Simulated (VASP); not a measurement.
# InSe (P-6m2) in VASP: notebook

One crystal, InSe, is run at these levels: rev-vdW-DF2; tasks: relaxation of cell and atoms.

Everything below comes from runs of VASP 6.6.1. Logs are shortened: lines on timing, memory, paths and dates and some standing lists are left out, and cuts for length are marked.

### 1 The structure

It takes space group P-6m2 (No. 187, hexagonal). The conventional cell has a = 4.047 Å, b = 4.047 Å, c = 18.052 Å, α = 90.00°, β = 90.00°, γ = 120.00°. Around In (site symmetry 3m) lie 3 Se at 2.65 Å and 1 In at 2.79 Å. In (site symmetry 3m) has 3 Se at 2.65 Å and 1 In at 2.79 Å as nearest neighbours. Around Se (site symmetry 3m) lie 3 In at 2.65 Å. Se (site symmetry 3m) has 3 In at 2.65 Å as nearest neighbours.

Measurements of this composition are mostly on another form, of space group No. 160.

### 2 Relaxation of cell and atoms, rev-vdW-DF2

Input file INCAR:

```
PREC = Accurate
ENCUT = 600
EDIFF = 1E-6
ISMEAR = 0
SIGMA = 0.03
LREAL = F
LASPH = T
NELM = 80
ALGO = Normal
ISIF = 3
LWAVE = F
LCHARG = F
GGA = MK
LUSE_VDW = T
AGGAC = 0.0
PARAM1 = 0.1234
PARAM2 = 0.711357
ZAB_VDW = -1.8867
IBRION = 2
NSW = 90
EDIFFG = -0.01
KPAR = 2
```

Input file KPOINTS:

```
Automatic mesh
0
Gamma
  9 9 2
```

Input file POSCAR:

```
InSe
1.0
    4.0473293151      0.0000000000      0.0000000000
   -2.0236646576      3.5050900044      0.0000000000
    0.0000000000      0.0000000000     18.0520649100
In Se
4 4
Direct
    0.0000000000      0.0000000000      0.5773936800
    0.0000000000      0.0000000000      0.4226063200
    0.3333333300      0.6666666700      0.9226095100
    0.3333333300      0.6666666700      0.0773904900
    0.6666666700      0.3333333300      0.8530000700
    0.6666666700      0.3333333300      0.1469999300
    0.3333333300      0.6666666700      0.6470157200
    0.3333333300      0.6666666700      0.3529842800
```

Potentials or basis: VASP PAW PBE potentials, release 64 (In_d, Se).

Command:

```sh
$ cat potpaw_PBE.64/In_d/POTCAR potpaw_PBE.64/Se/POTCAR > POTCAR
$ mpirun -np 2 vasp_std > vasp.out
```

OUTCAR:

```text
PREC = Accurate
   ENCUT = 600
   EDIFF = 1E-6
   ISMEAR = 0
   LREAL = F
   LASPH = T
   NELM = 80
   ISIF = 3
   GGA = MK
   IBRION = 2
   NSW = 90
   EDIFFG = -0.01

 ion  position               nearest neighbor table
   1  0.000  0.000  0.577-   7 2.65   7 2.65   7 2.65   2 2.79
   2  0.000  0.000  0.423-   8 2.65   8 2.65   8 2.65   1 2.79
   3  0.333  0.667  0.923-   5 2.65   5 2.65   5 2.65   4 2.79
   4  0.333  0.667  0.077-   6 2.65   6 2.65   6 2.65   3 2.79
   5  0.667  0.333  0.853-   3 2.65   3 2.65   3 2.65
   6  0.667  0.333  0.147-   4 2.65   4 2.65   4 2.65
   7  0.333  0.667  0.647-   1 2.65   1 2.65   1 2.65
   8  0.333  0.667  0.353-   2 2.65   2 2.65   2 2.65

  LATTYP: Found a hexagonal cell.
 ALAT       =     4.0473293151
 C/A-ratio  =     4.4602411874

  Lattice vectors:

 A1 = (   4.0473293151,   0.0000000000,   0.0000000000)
 A2 = (  -2.0236646576,   3.5050900044,   0.0000000000)
 A3 = (   0.0000000000,   0.0000000000,  18.0520649100)

Analysis of symmetry for initial positions (statically):
=====================================================================
 Subroutine PRICEL returns:
 Original cell was already a primitive cell.

 Routine SETGRP: Setting up the symmetry group for a
 hexagonal supercell.

 Subroutine GETGRP returns: Found 12 space group operations
 (whereof 12 operations were pure point group operations)
 out of a pool of 24 trial point group operations.

The static configuration has the point symmetry D_3h.

Analysis of symmetry for dynamics (positions and initial velocities):
=====================================================================
 Subroutine PRICEL returns:
 Original cell was already a primitive cell.

 Routine SETGRP: Setting up the symmetry group for a
 hexagonal supercell.

 Subroutine GETGRP returns: Found 12 space group operations
 (whereof 12 operations were pure point group operations)
 out of a pool of 24 trial point group operations.

The dynamic configuration has the point symmetry D_3h.

 Subroutine INISYM returns: Found 12 space group operations
 (whereof 12 operations are pure point group operations),
 and found     1 'primitive' translations

----------------------------------------------------------------------------------------

                                     Primitive cell

  volume of cell :     256.0912

  direct lattice vectors                    reciprocal lattice vectors
     4.047329315  0.000000000  0.000000000     0.247076510  0.142649689  0.000000000
    -2.023664658  3.505090004  0.000000000     0.000000000  0.285299379  0.000000000
     0.000000000  0.000000000 18.052064910     0.000000000  0.000000000  0.055395325

[... 97 lines left out ...]
   NSW    =     90    number of steps for IOM
   IBRION =      2    ionic relax: 0-MD 1-quasi-New 2-CG
   NFREE  =      1    steps in history (QN), initial steepest desc. (CG)
   ISIF   =      3    stress and relaxation
   ISYM   =      2    0-nonsym 1-usesym 2-fastsym
   POTIM  = 0.5000    time-step for ionic-motion
   TEBEG  =    0.0;   TEEND  =   0.0 temperature during run
   PSTRESS=    0.0 pullay stress
   NELECT =      76.0000    total number of electrons
   NUPDOWN=      -1.0000    fix difference up-down
   EMIN   =  10.00;   EMAX   =-10.00  energy-range for DOS
   EFERMI =   0.00;   METHOD = LEGACY
   ISMEAR =     0;   SIGMA  =   0.03  broadening in eV -4-tet -1-fermi 0-gaus
   EFERMI_NEDOS =   21; number of points for ismear=-14 and -15
   IALGO  =     38    algorithm
   IMIX   =      4    mixing-type and parameters
     AMIX     =   0.40;   BMIX     =  1.00
     AMIX_MAG =   1.60;   BMIX_MAG =  1.00
  volume/ion in A,a.u.               =      32.01       216.02
  Fermi-wavevector in a.u.,A,eV,Ry     =   1.091980  2.063542 16.223849  1.192419
  Thomas-Fermi vector in A             =   2.228236
   LORBIT       =      0    0 simple, 1 ext, 2 COOP (PROOUT), +10 PAW based schemes
   GGA     = MK    functional components
   LHFCALC =     F    Hartree Fock is set to
   AEXX    =    0.0000 exact exchange contribution
   IVDW_NL    =     1    kernel type
   BPARAM     = 6.3000
   IVDW    =     0    specifies the selected vdW correction
   LEPSILON=     F    determine dielectric tensor
   LRPA    =     F    only Hartree local field effects (RPA)
 conjugate gradient relaxation of ions
 non-spin polarized calculation
 Gauss-broadening in eV      SIGMA  =   0.03
  energy-cutoff  :      600.00
  volume of cell :      256.09
 maximum number of plane-waves:      8592
   NGX = 17   NGY = 17   NGZ = 73

--------------------------------------- Ionic step        1  -------------------------------------------

 number of electron      75.9999992 magnetization

 Free energy of the ion-electron system (eV)
  ---------------------------------------------------
  ext. energy  EPLUGINS =         0.00000000
  ---------------------------------------------------
  free energy    TOTEN  =       -11.34436262 eV

  energy without entropy =      -11.34436262  energy(sigma->0) =      -11.34436262

------------------------ aborting loop because EDIFF is reached ----------------------------------------

  FORCE on cell =-STRESS in cart. coord.  units (eV):
  Direction    XX          YY          ZZ          XY          YZ          ZX
  --------------------------------------------------------------------------------------
  -------------------------------------------------------------------------------------
  Total        0.9011491      0.9011491      0.5982814     -0.0000000      0.0000000     -0.0000000
  in kB        5.6378384      5.6378384      3.7430141     -0.0000000      0.0000000     -0.0000000
  external PRESSURE =       5.0062303 kB  Pullay stress =       0.0000000 kB
[... 115 lines left out ...]
  energy  without entropy=      -11.3581154899  energy(sigma->0) =      -11.35811549

Total vdW correction in eV:     13.8097896

[... ionic steps 4 to 18 ...]

--------------------------------------- Ionic step       19  -------------------------------------------

 number of electron      75.9999992 magnetization

------------------------ aborting loop because EDIFF is reached ----------------------------------------
[... 83 lines left out ...]
--------------------------------------- Ionic step       21  -------------------------------------------

 number of electron      75.9999993 magnetization

 Free energy of the ion-electron system (eV)
  ---------------------------------------------------
  ext. energy  EPLUGINS =         0.00000000
  ---------------------------------------------------
  free energy    TOTEN  =       -11.46340377 eV

  energy without entropy =      -11.46340329  energy(sigma->0) =      -11.46340353

 E-fermi :   3.9175     XC(G=0):  -8.9559

 val. band max:        3.8434765156   @ k =   0.0000   0.0000   0.0000
 cond. band min:       3.9914516865   @ k =   0.0000   0.0000   0.0000
 fundamental gap:      0.1479751708
 Fermi energy:         3.9174640488

 k-point     1 :       0.0000    0.0000    0.0000
  band No.  band energies     occupation
      1     -10.9702      2.00000
      2     -10.9582      2.00000
      3     -10.7888      2.00000
      4     -10.7888      2.00000
      5     -10.7764      2.00000
      6     -10.7764      2.00000
[... 1180 lines left out ...]
  energy  without entropy=      -11.4634032886  energy(sigma->0) =      -11.46340353

Total vdW correction in eV:     13.4942305

 reached required accuracy - stopping structural energy minimisation
```

OSZICAR:

```text
N       E                     dE             d eps       ncg     rms          rms(c)
DAV:   1     0.833343197415E+03    0.83334E+03   -0.36780E+04  2160   0.202E+03
[... 197 lines left out ...]
       N       E                     dE             d eps       ncg     rms          rms(c)
DAV:   1    -0.114635009205E+02   -0.12693E-03   -0.39606E-02  2240   0.907E-01    0.112E-01
DAV:   2    -0.114634968284E+02    0.40921E-05   -0.21477E-03  3220   0.363E-01    0.579E-02
DAV:   3    -0.114634342219E+02    0.62607E-04   -0.88858E-05  2900   0.644E-02    0.361E-02
DAV:   4    -0.114634031950E+02    0.31027E-04   -0.58539E-05  2742   0.609E-02    0.940E-03
DAV:   5    -0.114634039210E+02   -0.72604E-06   -0.18840E-05  2800   0.311E-02    0.852E-03
DAV:   6    -0.114634037656E+02    0.15546E-06   -0.81453E-07  1375   0.847E-03
  21 F= -.11463404E+02 E0= -.11463404E+02  d E =-.116752E-03
```

It took 59 min on 2 MPI ranks of Intel Xeon 6975P-C (Granite Rapids), shared host; peak memory 1.2 GiB.

What came out:

```yaml
Free_energy: -11.4634 eV
Relaxed_volume: 29.84 Å³/atom
Relaxed_cell: a = 4.056 Å, b = 4.056 Å, c = 16.753 Å, α = 90.00°, β = 90.00°, γ = 120.00°
Space_group_after_relaxing_to_0.05_Å: P-6m2 (No. 187)
Energy_gained_by_relaxing: 14.9 meV/atom
Ionic_steps: 21
Pressure_after_relaxing: 0.0 GPa
Largest_force_after_relaxing: 0.010 eV/Å
Band_gap_on_the_k_mesh: 0.15 eV, direct
```

Forces on the atoms (eV/Å):
```
In   0.000  0.000  0.001
In   0.000  0.000 -0.001
In   0.000  0.000  0.001
In   0.000  0.000 -0.001
Se   0.000  0.000  0.009
Se   0.000  0.000 -0.009
Se   0.000  0.000 -0.010
Se   0.000  0.000  0.010
```

Step by step:
```csv
step,energy change (eV),largest force (eV/Å),pressure (GPa),volume (Å³)
1,0.0000,0.3180,0.50,256.09
2,-0.0125,0.1167,-0.47,259.82
3,-0.0138,0.1257,-0.25,258.94
4,-0.0197,0.1103,-0.20,257.78
5,-0.0321,0.1142,-0.06,254.34
6,-0.0318,0.2142,0.23,247.54
7,-0.0363,0.1616,0.08,251.00
8,-0.0420,0.1491,0.07,250.30
9,-0.0587,0.1160,0.11,248.21
10,-0.0870,0.0568,0.21,244.01
11,-0.1109,0.0973,0.61,235.58
12,-0.1135,0.1278,-0.28,237.93
13,-0.1165,0.0580,0.08,236.93
14,-0.1177,0.0356,0.09,237.31
15,-0.1187,0.0321,0.07,238.19
16,-0.1187,0.0149,-0.07,239.04
17,-0.1188,0.0132,-0.03,238.67
18,-0.1189,0.0185,0.00,238.65
19,-0.1189,0.0260,0.01,238.64
20,-0.1190,0.0128,0.00,238.68
21,-0.1190,0.0098,0.00,238.71
```

Final structure:
```cif
data_structure
_symmetry_space_group_name_H-M 'P 1'
_symmetry_Int_Tables_number 1
_cell_length_a 4.0562
_cell_length_b 4.0562
_cell_length_c 16.7533
_cell_angle_alpha 90.000
_cell_angle_beta 90.000
_cell_angle_gamma 120.000
_cell_volume 238.71
loop_
_atom_site_label
_atom_site_type_symbol
_atom_site_fract_x
_atom_site_fract_y
_atom_site_fract_z
_atom_site_occupancy
In1 In 0.00000 0.00000 0.58375 1
In2 In 0.00000 0.00000 0.41625 1
In3 In 0.33333 0.66667 0.91623 1
In4 In 0.33333 0.66667 0.08377 1
Se1 Se 0.66667 0.33333 0.83918 1
Se2 Se 0.66667 0.33333 0.16082 1
Se3 Se 0.33333 0.66667 0.66070 1
Se4 Se 0.33333 0.66667 0.33930 1
```

Caveat: the PAW data sets were made with another functional, which shifts forces and pressure a little; spin-orbit coupling is left out, which moves the levels of the heavy elements.

### 3 Relaxation of cell and atoms, rev-vdW-DF2

This run uses another cell than the first one, of 29.84 Å³/atom, 0.932 times its volume.

INCAR: that of step 2 with these lines changed.

```diff
@@ -2,3 +2,3 @@
 ENCUT = 600
-EDIFF = 1E-6
+EDIFF = 1E-7
 ISMEAR = 0
@@ -20,3 +20,3 @@
 NSW = 90
-EDIFFG = -0.01
+EDIFFG = -0.005
 KPAR = 2
```

KPOINTS is that of step 2.

Input file POSCAR:

```
InSe                                    
1.0
    4.0562023167     -0.0000000000     -0.0000000000
   -2.0281011584      3.5127742492      0.0000000000
    0.0000000000      0.0000000000     16.7532678460
  In              Se            
     4     4
Direct
     0.0000000000000000    0.0000000000000000    0.5837534612652733
     0.0000000000000000    0.0000000000000000    0.4162465387347268
     0.3333333300000021    0.6666666699999979    0.9162293326801284
     0.3333333300000021    0.6666666699999979    0.0837706673198715
     0.6666666699999979    0.3333333300000021    0.8391818874557799
     0.6666666699999979    0.3333333300000021    0.1608181125442202
     0.3333333300000021    0.6666666699999979    0.6607039786881127
     0.3333333300000021    0.6666666699999979    0.3392960213118871
```

Potentials or basis: VASP PAW PBE potentials, release 64 (In_d, Se).

Command:

```sh
$ cat potpaw_PBE.64/In_d/POTCAR potpaw_PBE.64/Se/POTCAR > POTCAR
$ mpirun -np 2 vasp_std > vasp.out
```

Wall time 6 min (2 MPI ranks of Intel Xeon 6975P-C (Granite Rapids), shared host); peak memory 1.2 GiB.

The run converged. Its results:

| Quantity | Value |
| --- | --- |
| Free energy | -11.4627 eV |
| Relaxed volume | 29.83 Å³/atom |
| Relaxed cell | a = 4.056 Å, b = 4.056 Å, c = 16.749 Å, α = 90.00°, β = 90.00°, γ = 120.00° |
| Space group after relaxing (to 0.05 Å) | P-6m2 (No. 187) |
| Energy gained by relaxing | 0.0 meV/atom |
| Ionic steps | 2 |
| Pressure after relaxing | 0.0 GPa |
| Largest force after relaxing | 0.005 eV/Å |
| Band gap on the k mesh | 0.15 eV, direct |

Forces on the atoms (eV/Å):
```
In   0.000  0.000 -0.002
In   0.000  0.000  0.002
In   0.000  0.000  0.002
In   0.000  0.000 -0.002
Se   0.000  0.000  0.005
Se   0.000  0.000 -0.005
Se   0.000  0.000 -0.004
Se   0.000  0.000  0.004
```

Final structure:
```
CELL_PARAMETERS angstrom
4.05614 0.00000 0.00000
-2.02807 3.51272 0.00000
0.00000 0.00000 16.74919
ATOMIC_POSITIONS crystal
In 0.00000 0.00000 0.58376
In 0.00000 0.00000 0.41624
In 0.33333 0.66667 0.91623
In 0.33333 0.66667 0.08377
Se 0.66667 0.33333 0.83921
Se 0.66667 0.33333 0.16079
Se 0.33333 0.66667 0.66068
Se 0.33333 0.66667 0.33932
```

Levels at points of the mesh, in eV from the valence-band top:
```csv
k point,band 36,band 37,band 38,band 39,band 40,band 41
"(0.00, 0.00, 0.00)",-1.14,-1.14,0.00,0.15,1.57,1.92
"(0.00, 0.00, 0.50)",-1.17,-1.00,-0.96,1.01,1.09,1.98
```

Caveat: the PAW data sets were made with another functional, which shifts forces and pressure a little; spin-orbit coupling is left out, which moves the levels of the heavy elements.
